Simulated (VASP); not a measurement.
Input of a VASP 6.6.1 run:

Contents of INCAR:

```
SYSTEM = CdO
ALGO = Normal
EDIFF = 1E-6
EDIFFG = -0.01
ENCUT = 600
GGA = PS
IBRION = 2
ISIF = 3
ISMEAR = 0
KPAR = 4
LASPH = .TRUE.
LCHARG = .FALSE.
LREAL = .FALSE.
LWAVE = .FALSE.
NELM = 80
NSW = 90
PREC = Accurate
SIGMA = 0.03
```

KPOINTS

```
k-points
0
G
  12 12 12
  0 0 0
```

POSCAR

```
CdO
1.0
    0.0000000000      2.3495000000      2.3495000000
    2.3495000000      0.0000000000      2.3495000000
    2.3495000000      2.3495000000      0.0000000000
Cd O
1 1
Direct
    0.0000000000      0.0000000000      0.0000000000
    0.5000000000      0.5000000000      0.5000000000
```

Potentials or basis: VASP PAW PBE potentials, release 64 (Cd, O).

The run is started by

```bash
$ cat potpaw_PBE.64/Cd/POTCAR potpaw_PBE.64/O/POTCAR > POTCAR
$ mpirun -np 4 vasp_std > vasp.out
```

Problem. Predict the relaxed volume.

Solution. 13.02 Å³/atom.

Problem. Predict the relaxed cell.

Solution. a = 3.327 Å, b = 3.327 Å, c = 3.327 Å, α = 60.00°, β = 60.00°, γ = 60.00°.

Problem. Estimate the space group after relaxing (to 0.05 Å).

Solution. Fm-3m (No. 225).

Final structure:
```
Cd O
1.0
     0.00000    2.35240    2.35240
     2.35240    0.00000    2.35240
     2.35240    2.35240    0.00000
Cd O
1 1
Direct
  0.00000 0.00000 0.00000
  0.50000 0.50000 0.50000
```

Caveat: the PAW data sets were made with another functional, which shifts forces and pressure a little. Zero-point motion and thermal expansion aren't in these numbers.
